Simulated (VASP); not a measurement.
Wanted: the native input for a VASP 6.6.1 run.

* Task: single point
* Functional: RPBE
* Potentials or basis: VASP PAW PBE potentials, release 54 (Zn, O)
* Cutoff: 520 eV
* k mesh: 9 × 9 × 4
* Occupations: gaussian, width 0.02 eV
* Spin: no spin polarisation
* Further INCAR settings: ALGO = Fast; EDIFF = 1e-06; NBANDS = 26

The structure of ZnO lies in POSCAR:

```
ZnO
3.288
    0.999990011770      0.000000000000      0.000000000000
   -0.499995005870      0.866016753710      0.000000000000
    0.000000000000      0.000000000000      2.168625714720
Zn O
2 2
Direct
    0.0000000000      0.0000000000      0.2500000000
    0.0000000000      0.0000000000      0.7500000000
    0.6666666667      0.3333333333      0.7500000000
    0.3333333333      0.6666666667      0.2500000000
```

Measurements of this composition are mostly on another form, of space group No. 186.

The input as run:

INCAR

```
ALGO = Fast ; EDIFF = 1E-6
ENCUT = 520 ; GGA = RP
ISIF = 2 ; ISMEAR = 0
LASPH = True ; LCHARG = True
LELF = True ; LREAL = False
LVHAR = True ; LWAVE = False
NBANDS = 26 ; NELM = 80
PREC = Accurate ; SIGMA = 0.02
```

KPOINTS

```
k-points
0
Gamma
  9 9 4
```

Potentials or basis: VASP PAW PBE potentials, release 54 (Zn, O).

The run is started by

```bash
$ cat potpaw_PBE.54/Zn/POTCAR potpaw_PBE.54/O/POTCAR > POTCAR
$ mpirun -np 1 vasp_std > vasp.out
```

It gave:

- Pressure: 3.2 GPa
- Band gap on the k mesh: 0.94 eV, direct

Caveat: the PAW data sets were made with another functional, which shifts forces and pressure a little; an odd mesh through Γ misses points on the zone boundary, where band edges often lie.

Run time: 44 s on 1 thread of Intel(R) Xeon(R) Platinum 8259CL CPU @ 2.50GHz (Skylake/Cascade Lake) (shared host), peak memory 0.19 GiB.
